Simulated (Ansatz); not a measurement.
Runs of Ansatz 0.2.0 on MnS. The structure is cubic, space group F-43m (No. 216). The conventional cell has a = 4.947 Å, b = 4.947 Å, c = 4.947 Å, α = 90.00°, β = 90.00°, γ = 90.00°. Mn (site symmetry -43m) is surrounded by 4 S at 2.14 Å. S (site symmetry -43m) has 4 Mn at 2.14 Å as nearest neighbours. The cell is a database's computed one.

```csv
task,level,cell,smearing,points for each segment of the path,gap on the mesh (eV),pressure (GPa),moment (μB)
relaxation of cell and atoms,PBE,relaxed,fermi-dirac 0.05 eV,-,-,0.0,0.24
single point,PBE,as given,gaussian 0.011 eV,-,none,2.9,0.22
band structure,PBE,as given,fermi-dirac 0.05 eV,14,none,(a),0.22
band structure,LDA,as given,fermi-dirac 0.05 eV,14,none,-7.0,(b)
```

Alike in all rows: potentials or basis Ansatz PAW; spin collinear, ferromagnetic start; k mesh 9 × 9 × 9; cutoff (eV) 420.

Q: Estimate the missing entries.

A: (a) 3.0; (b) 0.14.

Caveats: the moment fell far below its start of 4 μB, so a state of higher moment may lie lower in energy; the starting moments weren't kept; semilocal functionals often make such compounds metallic where correlation or magnetic order opens a gap, which also shifts bond lengths (some runs); the plane-wave basis is chosen anew once the cell has moved, so the energies of steps on either side of that aren't comparable (some runs); the PAW data sets come from PBE, with cores solved anew for the run's functional, which leaves a small shift of forces and pressure (some runs).

A gap of «none» marks a metal or a gap under the smearing width.
